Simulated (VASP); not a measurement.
Runs of VASP 6.6.1 on BN. Symmetry: R3m, No. 160, trigonal system. The conventional cell has a = 2.502 Å, b = 2.502 Å, c = 10.119 Å, α = 90.00°, β = 90.00°, γ = 120.00°. N (site symmetry 3m) has 3 B at 1.44 Å as nearest neighbours. Around B (site symmetry 3m) lie 3 N at 1.44 Å. The cell is a database's computed one.

```csv
task,potentials or basis,cell,cutoff (eV),smearing,gap on the mesh (eV),pressure (GPa),relaxed volume (Å³/atom)
relaxation of cell and atoms,"VASP PAW PBE potentials, release 64 (N_GW, B_GW)",relaxed,680,fermi-dirac 0.05 eV,4.49,-0.1,(a)
band structure,"VASP PAW PBE potentials, release 64 (N, B)",as given,500,fermi-dirac 0.05 eV,4.28,-,-
band structure,"VASP PAW PBE potentials, release 64 (N, B)",as given,520,fermi-dirac 0.05 eV,4.28,3.6,-
single point,"VASP PAW PBE potentials, release 64 (N, B)",as given,520,gaussian 0.029 eV,4.28,3.6,-
relaxation of cell and atoms,"VASP PAW PBE potentials, release 64 (N_GW, B_GW)",relaxed,630,fermi-dirac 0.05 eV,4.50,0.1,10.59
```

Alike in all rows: level PBE; no spin polarisation; k mesh 12 × 12 × 12.

Problem. Estimate the missing entries.

Solution. (a) 10.95.

Caveats: the volume moved by over 15 % at a fixed basis, so the end points are rough (some runs).

A k mesh can miss the band edges.
